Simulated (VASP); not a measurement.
# Co: intraband terms of a metal's spectrum

Co, P-3m1 (no. 164), 2 atoms in the cell. PBE, independent-particle dielectric function; PAW potentials Co (PBE set).

## Input

INCAR.step1:
```
SYSTEM = Co
EDIFF = 1E-7 ; ENCUT = 320
ISMEAR = 1 ; ISPIN = 2
KPAR = 4 ; LASPH = .TRUE.
LCHARG = .TRUE. ; LMAXMIX = 4
LWAVE = .FALSE. ; MAGMOM = 2 2
PREC = Accurate ; SIGMA = 0.1
```

INCAR.step2:
```
SYSTEM = Co
CSHIFT = 0.1 ; EDIFF = 1E-6
ENCUT = 320 ; ICHARG = 11
ISMEAR = 0 ; ISPIN = 2
KPAR = 4 ; LASPH = .TRUE.
LCHARG = .FALSE. ; LMAXMIX = 4
LWAVE = .TRUE. ; MAGMOM = 2 2
NBANDS = 27 ; NEDOS = 3000
OMEGAMAX = 30 ; PREC = Accurate
SIGMA = 0.3
```

INCAR.step3, as INCAR.step2 but for:
```
- LWAVE = .TRUE.
+ ALGO = None
+ ISTART = 1
+ LOPTICS = .TRUE.
+ LWAVE = .FALSE.
+ NELM = 1
```

INCAR.step4, as INCAR.step3 but for:
```
+ WPLASMAI = 0.03
```

INCAR.step5 to INCAR.step6 change the same tag again: WPLASMAI = 0.1, 0.3.

INCAR.step7, as INCAR.step6 but for:
```
- WPLASMAI = 0.3
+ RTIME = 40
```

INCAR.step8, as INCAR.step7 but for:
```
- RTIME = 40
+ RTIME = 5
```

INCAR.step9, as INCAR.step8 but for:
```
- RTIME = 5
+ LNABLA = .TRUE.
```

INCAR.step10, as INCAR.step9 but for:
```
- ISMEAR = 0
- LNABLA = .TRUE.
+ ISMEAR = -5
```

KPOINTS.step1:
```
k-points
0
Gamma
  12 12 7
```

KPOINTS.step2:
```
k-points
0
Gamma
  10 10 6
```

POSCAR:
```
Co
1.0
    2.4873648738      0.0000000000      0.0000000000
   -1.2436824369      2.1541211692      0.0000000000
    0.0000000000      0.0000000000      4.0632895034
Co
2
Direct
    0.3333333333      0.6666666667      0.7401390000
    0.6666666667      0.3333333333      0.2598610000
```

Commands (each step's output is kept before the next begins):
```
cat potpaw_PBE.64/Co/POTCAR > POTCAR
cp INCAR.step1 INCAR
cp KPOINTS.step1 KPOINTS
mpirun -np 4 vasp_std > vasp.out
cp INCAR.step2 INCAR
cp KPOINTS.step2 KPOINTS
mpirun -np 4 vasp_std > vasp.out
cp INCAR.step3 INCAR
mpirun -np 4 vasp_std > vasp.out
cp INCAR.step4 INCAR
mpirun -np 4 vasp_std > vasp.out
cp INCAR.step5 INCAR
mpirun -np 4 vasp_std > vasp.out
cp INCAR.step6 INCAR
mpirun -np 4 vasp_std > vasp.out
cp INCAR.step7 INCAR
mpirun -np 4 vasp_std > vasp.out
cp INCAR.step8 INCAR
mpirun -np 4 vasp_std > vasp.out
cp INCAR.step9 INCAR
mpirun -np 4 vasp_std > vasp.out
cp INCAR.step10 INCAR
mpirun -np 4 vasp_std > vasp.out
```

## Result

- Bands: 27

One ground state, settings moved in the last step alone:

| Settings | Plasma frequency (eV) | Im ε at 0.5 eV | Im ε at 1 eV | Im ε at 2 eV | Im ε at 4 eV | Time (s) |
|---|---|---|---|---|---|---|
| interband part alone | 5.42 | 45.2 | 41.6 | 34.1 | 7.4 | 8 |
| Drude term, WPLASMAI 0.03 | 5.42 | 52.2 | 42.5 | 34.3 | 7.4 | 8 |
| Drude term, WPLASMAI 0.1 | 5.42 | 67.8 | 44.5 | 34.5 | 7.4 | 8 |
| Drude term, WPLASMAI 0.3 | 5.42 | 97.0 | 49.7 | 35.2 | 7.5 | 9 |
| relaxation time RTIME 40 fs | 5.42 | 49.1 | 42.1 | 34.2 | 7.4 | 8 |
| relaxation time RTIME 5 fs | 5.42 | 74.1 | 45.4 | 34.6 | 7.5 | 8 |
| transversal form (LNABLA) | 4.47 | 14.8 | 13.1 | 11.7 | 4.9 | 7 |
| tetrahedron method | – | – | – | – | – | no result |

VASP 6.6.1 took 73 s on 4 cores (Intel Xeon Platinum 8259CL @ 2.50GHz (Skylake/Cascade Lake)), a shared host.
